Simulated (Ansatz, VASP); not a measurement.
**Eu in VASP and in Ansatz**

```
Eu
1.0
    -2.30300    2.30300    2.30300
     2.30300   -2.30300    2.30300
     2.30300    2.30300   -2.30300
Eu
1
Direct
  0.00000 0.00000 0.00000
```

Alike in both runs: functional PBEsol; k mesh 8 × 8 × 8; occupations fermi-dirac, width 0.05 eV; collinear spin.

|  | VASP | Ansatz |
| --- | --- | --- |
| version | VASP 6.6.1 | Ansatz 0.2.0 |
| potentials or method | VASP PAW PBE potentials, release 64 (Eu) | Ansatz PAW |
| plane-wave cutoff (eV) | 520 | 420 |
| valence electrons in the cell | 17 | 17 |
| task | single point | band structure |

|  | VASP | Ansatz | Ansatz less VASP |
| --- | --- | --- | --- |
| gap on the k mesh at the Fermi level (eV) | none | none | - |
| pressure (GPa) | -2.9 | -2.6 | +0.31 |
| net moment per atom (μB) | 7.37 | 7.37 | -0.003 |
| size of the moment on the site where the two differ most (μB) | 6.71 | 7.10 | +0.387 |

Site moments also hang on the region over which each program counts them. A gap of «none» marks a metal or a gap that the smearing closes.

Caveats: spin-orbit coupling is left out, which moves the levels of the heavy elements; the PAW data sets were made with another functional, which shifts forces and pressure a little (VASP); the PAW data sets come from PBE, with cores solved anew for the run's functional, which leaves a small shift of forces and pressure (Ansatz). The state reached can hang on the start; a lower one may exist.
